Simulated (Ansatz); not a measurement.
Wires are cut from relaxed bulk Mo (Im-3m, 15.78 Å³/atom, gap on the mesh 0.00 eV); atoms and period are relaxed, and energies count from that bulk.

These are results of DFT PBE, scalar-relativistic, plane waves, PAW in Ansatz, not measurements.

Settings: cutoff 420 eV, Γ-centred mesh 1×1×8 on the computed 9-atom cell, Gaussian smearing of 0.05 eV; no spin polarisation.

Start ([110] wire, 9 host atoms a period):

```
Mo
1.0
    13.50000    0.00000    0.00000
     0.00000   12.50000    0.00000
     0.00000    0.00000    4.46954
Mo
9
Cartesian
  6.7500 6.2500 0.0000
  4.5152 6.2500 2.2348
  8.9848 6.2500 2.2348
  4.5152 7.8302 0.0000
  4.5152 4.6698 0.0000
  8.9848 7.8302 0.0000
  8.9848 4.6698 0.0000
  6.7500 7.8302 2.2348
  6.7500 4.6698 2.2348
```

Q: Relax it.

A: The free energy falls by 366 meV/atom.

* excess energy (eV per host atom): 1.959
* line energy (eV/Å): 4.317
* period (Å): 4.085
* gap on the mesh (eV): 0

Relaxed structure:
```yaml
crystal:
  lattice:
    - [13.50000, 0.00000, 0.00000]
    - [0.00000, 12.50000, 0.00000]
    - [0.00000, 0.00000, 4.08455]
  atoms:
    - { symbol: Mo, position: [0.50000, 0.50000, 0.00000] }
    - { symbol: Mo, position: [0.33496, 0.50000, 0.50000] }
    - { symbol: Mo, position: [0.66504, 0.50000, 0.50000] }
    - { symbol: Mo, position: [0.34892, 0.61788, 0.00000] }
    - { symbol: Mo, position: [0.34892, 0.38212, 0.00000] }
    - { symbol: Mo, position: [0.65108, 0.61788, 0.00000] }
    - { symbol: Mo, position: [0.65108, 0.38212, 0.00000] }
    - { symbol: Mo, position: [0.50000, 0.62367, 0.50000] }
    - { symbol: Mo, position: [0.50000, 0.37633, 0.50000] }
```

Each run keeps its start's symmetry and one magnetic start, so lower states can exist.

The run took 54 s on 4 threads of Arm Neoverse V2 (shared host), peak memory 1.5 GiB.